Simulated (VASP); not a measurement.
# InAs (qha) (F-43m) in VASP: notebook

The runs below take InAs (qha) through single point, relaxation of cell and atoms, with PBEsol.

All numbers are computed with VASP 6.6.1; they aren't measurements. Logs are shortened: lines on timing, memory, paths and dates and some standing lists are left out, and cuts for length are marked.

### 1 The cell of the first run

It takes space group F-43m (No. 216, cubic). The conventional cell has a = 6.088 Å, b = 6.088 Å, c = 6.088 Å, α = 90.00°, β = 90.00°, γ = 90.00°. In (site symmetry -43m) is surrounded by 4 As at 2.64 Å. Around As (site symmetry -43m) lie 4 In at 2.64 Å.

### 2 Single point, PBEsol (cell and atoms relaxed tightly for response)

The input, INCAR:

```
SYSTEM = InAs
PREC = Accurate
ENCUT = 520
EDIFF = 1E-7
ISMEAR = -1
SIGMA = 0.15
LREAL = .False.
LASPH = .True.
NELM = 100
ALGO = Normal
ISIF = 2
LWAVE = .False.
LCHARG = .False.
GGA = PS
NBANDS = 16
```

The input, KPOINTS:

```
Automatic mesh
0
Gamma
  12 12 12
  0 0 0
```

The input, POSCAR:

```
InAs
1.0
    0.0000000000      3.0439074509      3.0439074509
    3.0439074509      0.0000000000      3.0439074509
    3.0439074509      3.0439074509      0.0000000000
In As
1 1
Direct
    0.0000000000      0.0000000000      0.0000000000
    0.2500000000      0.2500000000      0.2500000000
```

Potentials or basis: VASP PAW PBE potentials, release 64 (In_d, As).

The run is started by

```console
$ cat potpaw_PBE.64/In_d/POTCAR potpaw_PBE.64/As/POTCAR > POTCAR
$ mpirun -np 1 vasp_std > vasp.out
```

OUTCAR:

```text
SYSTEM = InAs
   PREC = Accurate
   ENCUT = 520
   EDIFF = 1E-7
   ISMEAR = -1
   LREAL = .False.
   LASPH = .True.
   NELM = 100
   ISIF = 2
   GGA = PS

 ion  position               nearest neighbor table
   1  0.000  0.000  0.000-   2 2.64   2 2.64   2 2.64   2 2.64
   2  0.250  0.250  0.250-   1 2.64   1 2.64   1 2.64   1 2.64

  LATTYP: Found a face centered cubic cell.
 ALAT       =     6.0878149018

  Lattice vectors:

 A1 = (   0.0000000000,   3.0439074509,   3.0439074509)
 A2 = (   3.0439074509,   0.0000000000,   3.0439074509)
 A3 = (   3.0439074509,   3.0439074509,   0.0000000000)

Analysis of symmetry for initial positions (statically):
=====================================================================
 Subroutine PRICEL returns:
 Original cell was already a primitive cell.

 Routine SETGRP: Setting up the symmetry group for a
 face centered cubic supercell.

 Subroutine GETGRP returns: Found 24 space group operations
 (whereof 24 operations were pure point group operations)
 out of a pool of 48 trial point group operations.

The static configuration has the point symmetry T_d .

Analysis of symmetry for dynamics (positions and initial velocities):
=====================================================================
 Subroutine PRICEL returns:
 Original cell was already a primitive cell.

 Routine SETGRP: Setting up the symmetry group for a
 face centered cubic supercell.

 Subroutine GETGRP returns: Found 24 space group operations
 (whereof 24 operations were pure point group operations)
 out of a pool of 48 trial point group operations.

The dynamic configuration has the point symmetry T_d .

 Subroutine INISYM returns: Found 24 space group operations
 (whereof 24 operations are pure point group operations),
 and found     1 'primitive' translations

----------------------------------------------------------------------------------------

                                     Primitive cell

  volume of cell :      56.4059

  direct lattice vectors                    reciprocal lattice vectors
     0.000000000  3.043907451  3.043907451    -0.164262550  0.164262550  0.164262550
     3.043907451  0.000000000  3.043907451     0.164262550 -0.164262550  0.164262550
     3.043907451  3.043907451  0.000000000     0.164262550  0.164262550 -0.164262550

  length of vectors
     4.304735200  4.304735200  4.304735200     0.284511082  0.284511082  0.284511082

[... 79 lines left out ...]
   NELM   =    100;   NELMIN=  2; NELMDL= -5     # of ELM steps
   EDIFF  = 0.1E-06   stopping-criterion for ELM
   LREAL  =      F    real-space projection
   EDIFFG = 0.1E-05   stopping-criterion for IOM
   NSW    =      0    number of steps for IOM
   IBRION =     -1    ionic relax: 0-MD 1-quasi-New 2-CG
   NFREE  =      0    steps in history (QN), initial steepest desc. (CG)
   ISIF   =      2    stress and relaxation
   ISYM   =      2    0-nonsym 1-usesym 2-fastsym
   POTIM  = 0.5000    time-step for ionic-motion
   TEBEG  =    0.0;   TEEND  =   0.0 temperature during run
   PSTRESS=    0.0 pullay stress
   NELECT =      18.0000    total number of electrons
   NUPDOWN=      -1.0000    fix difference up-down
   EMIN   =  10.00;   EMAX   =-10.00  energy-range for DOS
   EFERMI =   0.00;   METHOD = LEGACY
   ISMEAR =    -1;   SIGMA  =   0.15  broadening in eV -4-tet -1-fermi 0-gaus
   EFERMI_NEDOS =   21; number of points for ismear=-14 and -15
   IALGO  =     38    algorithm
   IMIX   =      4    mixing-type and parameters
     AMIX     =   0.40;   BMIX     =  1.00
     AMIX_MAG =   1.60;   BMIX_MAG =  1.00
  volume/ion in A,a.u.               =      28.20       190.32
  Fermi-wavevector in a.u.,A,eV,Ry     =   1.118727  2.114088 17.028381  1.251551
  Thomas-Fermi vector in A             =   2.255361
   LORBIT       =      0    0 simple, 1 ext, 2 COOP (PROOUT), +10 PAW based schemes
   GGA     = PS    functional components
   LHFCALC =     F    Hartree Fock is set to
   AEXX    =    0.0000 exact exchange contribution
   IVDW    =     0    specifies the selected vdW correction
   LEPSILON=     F    determine dielectric tensor
   LRPA    =     F    only Hartree local field effects (RPA)
 non-spin polarized calculation
  energy-cutoff  :      520.00
  volume of cell :       56.41
 maximum number of plane-waves:      1540
   NGX = 17   NGY = 17   NGZ = 17

 number of electron      17.9999992 magnetization

 Free energy of the ion-electron system (eV)
  ---------------------------------------------------
  ext. energy  EPLUGINS =         0.00000000
  ---------------------------------------------------
  free energy    TOTEN  =        -8.49178979 eV

  energy without entropy =       -8.48817142  energy(sigma->0) =       -8.48998061

 E-fermi :   4.5391     XC(G=0):  -9.1967

 val. band max:        4.1701812327   @ k =   0.0000   0.0000   0.0000
 cond. band min:       4.8842407077   @ k =   0.0833   0.0000   0.0000
 fundamental gap:      0.7140594750
 Fermi energy:         4.5391212803

 k-point     1 :       0.0000    0.0000    0.0000
  band No.  band energies     occupation
      1     -10.1201      2.00000
      2     -10.1201      2.00000
      3     -10.1201      2.00000
      4     -10.0003      2.00000
      5     -10.0003      2.00000
      6      -7.5909      2.00000
[... 433 lines left out ...]
      3     -10.0787      2.00000
      4      -9.9997      2.00000
      5      -9.9945      2.00000
      6      -6.0227      2.00000
[... 8 lines left out ...]
     15      13.7487      0.00000
     16      14.1255      0.00000

 [... further k-points ...]

------------------------ aborting loop because EDIFF is reached ----------------------------------------

  FORCE on cell =-STRESS in cart. coord.  units (eV):
  Direction    XX          YY          ZZ          XY          YZ          ZX
  --------------------------------------------------------------------------------------
  -------------------------------------------------------------------------------------
  Total        0.0287676      0.0287676      0.0287676      0.0000000      0.0000000     -0.0000000
  in kB        0.8171265      0.8171265      0.8171265      0.0000000      0.0000000     -0.0000000
  external PRESSURE =       0.8171265 kB  Pullay stress =       0.0000000 kB

 VOLUME and BASIS-vectors are now :
 -----------------------------------------------------------------------------
  energy-cutoff  :      520.00
  volume of cell :       56.41
      direct lattice vectors                 reciprocal lattice vectors
     0.000000000  3.043907451  3.043907451    -0.164262550  0.164262550  0.164262550
     3.043907451  0.000000000  3.043907451     0.164262550 -0.164262550  0.164262550
     3.043907451  3.043907451  0.000000000     0.164262550  0.164262550 -0.164262550

 POSITION                                       TOTAL-FORCE (eV/Angst)
 -----------------------------------------------------------------------------------
      0.00000      0.00000      0.00000        -0.000000     -0.000000     -0.000000
      1.52195      1.52195      1.52195         0.000000      0.000000      0.000000
 -----------------------------------------------------------------------------------
    total drift:                               -0.000000     -0.000000     -0.000000

  FREE ENERGIE OF THE ION-ELECTRON SYSTEM (eV)
  ---------------------------------------------------
  free  energy   TOTEN  =        -8.4917897941 eV

  energy  without entropy=       -8.4881714229  energy(sigma->0) =       -8.48998061
```

Wall time 58 s (1 thread of Intel Xeon Platinum 8259CL at 2.50GHz (Skylake/Cascade Lake), shared host); peak memory 0.21 GiB.

Results:

```yaml
Free_energy: -8.4918 eV
Pressure: 0.1 GPa
Band_gap_on_the_k_mesh: none (metal or under the smearing width)
```

Caveat: the PAW data sets were made with another functional, which shifts forces and pressure a little.

### 3 Relaxation of cell and atoms, PBEsol (cell and atoms relaxed tightly for response)

The input, INCAR:

```
ALGO = Fast ; EDIFF = 1E-6
EDIFFG = -0.001 ; ENCUT = 600
GGA = PS ; IBRION = 2
ISIF = 3 ; ISMEAR = -1
LASPH = T ; LCHARG = F
LREAL = F ; LWAVE = F
NELM = 100 ; NSW = 80
PREC = Accurate ; SIGMA = 0.15
```

The input, KPOINTS:

```
k-points
0
Gamma
  12 12 12
```

The input, POSCAR:

```
InAs
1.0
    0.0000000000      3.0434992197      3.0434992197
    3.0434992197      0.0000000000      3.0434992197
    3.0434992197      3.0434992197      0.0000000000
In As
1 1
Direct
    0.0000000000      0.0000000000      0.0000000000
    0.2500000000      0.2500000000      0.2500000000
```

Potentials or basis: VASP PAW PBE potentials, release 64 (In_d, As).

The run is started by

```console
$ cat potpaw_PBE.64/In_d/POTCAR potpaw_PBE.64/As/POTCAR > POTCAR
$ mpirun -np 1 vasp_std > vasp.out
```

Wall time 3.5 min (1 thread of Intel Xeon Platinum 8259CL at 2.50GHz (Skylake/Cascade Lake), shared host); peak memory 0.26 GiB.

The run converged. Its results:

| Quantity | Value |
| --- | --- |
| Free energy | -8.4921 eV |
| Relaxed volume | 28.26 Å³/atom |
| Relaxed cell | a = 4.307 Å, b = 4.307 Å, c = 4.307 Å, α = 60.00°, β = 60.00°, γ = 60.00° |
| Space group after relaxing (to 0.05 Å) | F-43m (No. 216) |
| Energy gained by relaxing | 0.0 meV/atom |
| Ionic steps | 5 |
| Pressure after relaxing | 0.0 GPa |
| Band gap on the k mesh | none (metal or under the smearing width) |

Final structure:
```yaml
crystal:
  lattice:
    - [0.00000, 3.04586, 3.04586]
    - [3.04586, 0.00000, 3.04586]
    - [3.04586, 3.04586, 0.00000]
  atoms:
    - { symbol: In, position: [0.00000, 0.00000, 0.00000] }
    - { symbol: As, position: [0.25000, 0.25000, 0.25000] }
```

Levels at points of the mesh, in eV from the Fermi level:
| k point | band 6 | band 7 | band 8 | band 9 | band 10 | band 11 | band 12 | band 13 |
| --- | --- | --- | --- | --- | --- | --- | --- | --- |
| (0.00, 0.00, 0.00) | -12.12 | -0.76 | -0.37 | -0.37 | -0.37 | 3.48 | 3.48 | 3.48 |
| (0.50, 0.00, 0.00) | -10.70 | -6.07 | -1.33 | -1.33 | 0.46 | 4.24 | 4.24 | 6.32 |
| (0.50, 0.50, 0.00) | -10.18 | -6.16 | -2.64 | -2.64 | 1.11 | 1.61 | 8.57 | 8.70 |

Caveat: the PAW data sets were made with another functional, which shifts forces and pressure a little.
